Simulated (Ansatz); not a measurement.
Cu: equation of state with PBE

Crystal: Cu.

```xyz
2
Lattice="2.5341 0.0000 0.0000 -1.2670 2.1946 0.0000 0.0000 0.0000 4.1126" Properties=species:S:1:pos:R:3 pbc="T T T"
Cu    1.2670    0.7315    3.0844
Cu    0.0000    1.4631    1.0281
```

This isn't the form of Cu at room conditions, which is fcc.

| Quantity | Value |
| --- | --- |
| Program | Ansatz 0.2.0 |
| Task | equation of state |
| Functional | PBE |
| Potentials or basis | Ansatz PAW |
| Cutoff | 420 eV |
| Density cutoff | 1680 eV |
| k mesh | 12 × 12 × 7 |
| Occupations | fermi-dirac, width 0.05 eV |
| Spin | no spin polarisation |

```
Equilibrium volume                        : 11.98 Å³/atom
Bulk modulus at fixed shape and positions : 140 GPa
Pressure derivative of the bulk modulus   : 4.9
```

Energy against volume, from the lowest point:
| volume (Å³/atom) | energy (meV/atom) |
| --- | --- |
| 10.749 | 68.41 |
| 10.978 | 43.45 |
| 11.207 | 24.76 |
| 11.436 | 11.69 |
| 11.664 | 3.61 |
| 11.893 | 0.00 |
| 12.122 | 0.36 |

All runs of the series together: 10 s on 2 threads of AMD EPYC 7R43 64-Core Processor (Zen 3), with other jobs on the host.

Caveat: the cell was scaled at fixed shape and fractional positions, which overstates the stiffness of a crystal with free parameters, most of all of layers and chains.
